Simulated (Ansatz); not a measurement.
## Cu in Ansatz: the effect of functional

The system is Cu.

```
Cu
1.0
     1.21029   -3.94969    0.00000
     1.21029    3.94969    0.00000
     0.00000    0.00000    2.45888
Cu
2
Direct
  0.86613 0.13387 0.75000
  0.13387 0.86613 0.25000
```

This isn't the form of Cu at room conditions, which is fcc.

The cell isn't the ideal one: volume scaled by 0.98.

Alike in all runs:

```yaml
Program: Ansatz 0.2.0
Task: single point
Potentials_or_basis: Ansatz PAW
k_mesh: 11 × 11 × 11
Occupations: fermi-dirac, width 0.05 eV
Spin: no spin polarisation
```

```csv
functional,cutoff,pressure (GPa),largest force (eV/Å)
LDA,420 eV (not typed: the program's choice for these potentials),-4.7,0.02
PBEsol,420 eV (not typed: the program's choice for these potentials),?,?
r2SCAN,500 eV (not typed: the program's choice for these potentials),3.4,0.04
```

Problem. What does the run with functional PBEsol give?

Solution. Pressure 1.6 GPa; largest force 0.02 eV/Å.

Caveats: the PAW data sets come from PBE, with cores solved anew for the run's functional, which leaves a small shift of forces and pressure.
